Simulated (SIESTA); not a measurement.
Co:

```
CELL_PARAMETERS angstrom
2.48736 0.00000 0.00000
-1.24368 2.15412 0.00000
0.00000 0.00000 4.06329
ATOMIC_POSITIONS crystal
Co 0.33333 0.66667 0.74014
Co 0.66667 0.33333 0.25986
```

Base run:

| Property | Result |
| --- | --- |
| Program | SIESTA 5.4.2 |
| Functional | PBE |
| Potentials or basis | PseudoDojo 0.4 standard (PBE files) |
| Basis | DZP (energy shift 0.003 Ry; two zetas on semicore shells) |
| Grid cutoff | 800 Ry |
| Energy shift | 0.003 Ry |
| k mesh | 12 × 12 × 7 |
| Occupations | fermi-dirac, width 0.05 eV |
| Spin | collinear spin, ferromagnetic start |
| Starting moments | [2.0, 2.0] μB |
| Fixed moment | 2 μB |

Its results: pressure -7.2 GPa; site moments Co +1.00 μB; largest force 0.711 eV/Å.

Problem. The run is repeated on the same cell with these changes: fixed moment from 2 μB to 1 μB. What comes out?

Solution. Pressure -10.3 GPa; site moments Co +0.50 μB; largest force 0.655 eV/Å.

Caveats: the moment is held away from its start; short orbitals over semicore shells can move pressures by several GPa; the basis of atomic orbitals isn't converged, which shifts pressures, moduli and gaps; the total moment is fixed, so each spin has its own Fermi level.
